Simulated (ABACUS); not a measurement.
Cl under changes of volume

One of the cells (29.048 Å³/atom); the others are scaled copies at fixed shape and fractional positions:

```
Cl
1.0
     3.14500   -2.25000    0.00000
     3.14500    2.25000    0.00000
     0.00000    0.00000    8.21000
Cl
4
Direct
  0.37000 0.63000 0.40000
  0.13000 0.87000 0.90000
  0.63000 0.37000 0.60000
  0.87000 0.13000 0.10000
```

```yaml
Program: ABACUS 3.10.1
Functional: PBEsol
Potentials_or_basis: PseudoDojo NC SR 0.4.1 PBEsol standard
Cutoff: 789 eV
Density_cutoff: 3157 eV
Basis: plane waves
k_mesh: 7 × 7 × 4
Occupations: fermi-dirac, width 0.05 eV
Spin: no spin polarisation
```

```csv
volume (Å³/atom),energy over the lowest point (meV/atom),pressure (GPa),gap on the mesh (eV),largest force (eV/Å)
27.305,1.94,0.8,2.63,0.631
27.886,0.00,0.2,2.55,0.356
28.467,0.33,-0.4,2.48,0.129
29.048,?,?,?,?
29.629,6.88,-1.4,2.34,0.398
30.210,12.66,-1.8,2.27,0.603
30.791,19.89,-2.2,2.20,0.795
```

Question: What does the run at 29.048 Å³/atom give?

Answer: Energy over the lowest point 2.70 meV/atom; pressure -0.9 GPa; gap on the mesh 2.41 eV; largest force 0.189 eV/Å.

Worked out: A Birch-Murnaghan fit of order 3 (a polynomial in V^(-2/3)) to the other rows has its minimum at 28.08 Å³/atom with B0 = V·E''(V) = 29 GPa and B' = 4.6 at fixed shape and positions, which overstates the stiffness. It gives 2.70 meV/atom at 29.048 Å³/atom, against the run's 2.70, and -dE/dV = -0.9 GPa, against -0.9. A straight line through the other rows of the gap, of slope -3.55 eV per unit of ln V, gives 2.41 eV, against the run's 2.41.

Energies are extrapolated to zero smearing.

Caveats: an odd mesh through Γ misses points on the zone boundary, where band edges often lie.
